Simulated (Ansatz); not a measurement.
# Ta2C: the cost of one run

Method: DFT PBEsol, scalar-relativistic, plane waves, PAW, in Ansatz 0.2.0.

1 further run of the same task is left out (set aside as unsound or not needed).

## 1. Starting point

The structure is trigonal, space group P-3m1 (No. 164). Conventional cell: a = 3.095 Å, b = 3.095 Å, c = 4.921 Å, α = 90.00°, β = 90.00°, γ = 120.00°. Ta (site symmetry 3m) is surrounded by 3 C at 2.18 Å. C (site symmetry -3m) is surrounded by 6 Ta at 2.18 Å.

Coordinates:

```
Ta C
1.0
     3.09530    0.00000    0.00000
    -1.54765    2.68061    0.00000
     0.00000    0.00000    4.92108
Ta C
2 1
Direct
  0.33333 0.66667 0.25288
  0.66667 0.33333 0.74712
  0.00000 0.00000 0.00000
```

This cell was relaxed beforehand with the same method: volume 13.61 Å³/atom, gap on the mesh none (metal).

## 2. The undisturbed cell

The input, input.yaml:

```yaml
crystal:
  lattice:
    - [3.0953006972, 0.0, 0.0]
    - [-1.5476503486, 2.6806090361, 0.0]
    - [0.0, 0.0, 4.9210802959]
  atoms:
    - { symbol: Ta, position: [0.3333333333, 0.6666666667, 0.2528761941] }
    - { symbol: Ta, position: [0.6666666667, 0.3333333333, 0.7471238059] }
    - { symbol: C, position: [0.0, 0.0, 0.0] }
basis:
  ecutwfc: 420
kpoints:
  mp_grid: { grid: [12, 12, 8] }
hamiltonian:
  xc: pbesol
scf:
  occupations: { method: gaussian, width: 0.15 }
output:
  forces: true
  stress: true
  eigenvalues: true
  write_density: true
  write_potential: true
  elf: true
  volumetric_format: npy
```

Started as:

```sh
$ ansatz run input.yaml --threads 1 --pin off --max-ram 2560MiB --backend cpu --events-out ev --progress --plain --runs-dir out
```

What time and memory should one allow on 1 thread of Arm Neoverse V2, shared host?

About 7 s, with a peak of 0.36 GiB.
